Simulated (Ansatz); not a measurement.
A run of Ansatz 0.2.0 is set up as follows.

The input input.yaml:

```yaml
crystal:
  lattice:
    - [0.0, 3.19375, 3.19375]
    - [3.19375, 0.0, 3.19375]
    - [3.19375, 3.19375, 0.0]
  atoms:
    - { symbol: Ba, position: [0.0, 0.0, 0.0] }
    - { symbol: S, position: [0.5, 0.5, 0.5] }
kpoints:
  mp_grid: { grid: [7, 7, 7] }
scf:
  occupations: { method: gaussian, width: 0.024 }
hamiltonian:
  xc: pbe
  pseudopotentials: { kind: all_electron, lapw: { basis_error: 0.001 } }
output:
  forces: true
  stress: true
  eigenvalues: true
```

Potentials or basis: all-electron LAPW, scalar-relativistic.

Launch:

```sh
$ ansatz run input.yaml --threads 1 --pin off --max-ram 3072MiB --backend cpu --events-out ev --progress --plain --runs-dir out
```

**Question.** Estimate the band gap on the k mesh.

**Answer.** 2.26 eV, indirect (least direct gap 2.38 eV).

**Question.** What does it give for the pressure?

**Answer.** 0.8 GPa.

Caveat: spin-orbit coupling is left out, which moves the levels of the heavy elements; an odd mesh through Γ misses points on the zone boundary, where band edges often lie.

The gap isn't set beside the measured one, since this odd mesh misses points on the zone boundary.
